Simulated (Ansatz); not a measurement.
Input and command of a plane-wave DFT calculation in Ansatz:

```yaml
crystal:
  lattice:
    - [3.2489094157, 0.0, 0.0]
    - [0.0, 4.5946517586, 0.0]
    - [0.0, 0.0, 24.7467282471]
  atoms:
    - { symbol: Zr, position: [0.5, 0.5, 0.3030703665] }
    - { symbol: "N", position: [0.5, 0.0, 0.3030703665] }
    - { symbol: Zr, position: [0.0, 0.0, 0.3687135777] }
    - { symbol: "N", position: [0.0, 0.5, 0.3687135777] }
    - { symbol: Zr, position: [0.5, 0.5, 0.4343567888] }
    - { symbol: "N", position: [0.5, 0.0, 0.4343567888] }
    - { symbol: Zr, position: [0.0, 0.0, 0.5] }
    - { symbol: "N", position: [0.0, 0.5, 0.5] }
    - { symbol: Zr, position: [0.5, 0.5, 0.5656432112] }
    - { symbol: "N", position: [0.5, 0.0, 0.5656432112] }
    - { symbol: Zr, position: [0.0, 0.0, 0.6312864223] }
    - { symbol: "N", position: [0.0, 0.5, 0.6312864223] }
    - { symbol: Zr, position: [0.5, 0.5, 0.6969296335] }
    - { symbol: "N", position: [0.5, 0.0, 0.6969296335] }
basis:
  ecutwfc: 500
kpoints:
  mp_grid: { grid: [11, 8, 1] }
hamiltonian:
  xc: r2scan
scf:
  occupations: { method: gaussian, width: 0.1 }
output:
  forces: true
  stress: true
  eigenvalues: true
  write_density: true
  write_potential: true
  elf: true
  volumetric_format: npy
efield:
  axis: 3
  dipole_correction: true
  ramp_width: 0.04
```

```bash
ansatz run input.yaml --threads 1 --pin off --max-ram 2560MiB --backend cpu --events-out ev --progress --plain --runs-dir out
```

Processor: Oxide Virtual Turin-like Processor (Zen 5), 1 thread, on a host shared with other jobs.

**Question.** How long does it run, and how much memory does it take?

**Answer.** About 88 s on 1 thread of Oxide Virtual Turin-like Processor (Zen 5), with other jobs on the host, peak memory 1.5 GiB. It solves 74 bands at 30 k points (the mesh reduced by symmetry) with about 9393 plane waves, in 11 SCF iterations.
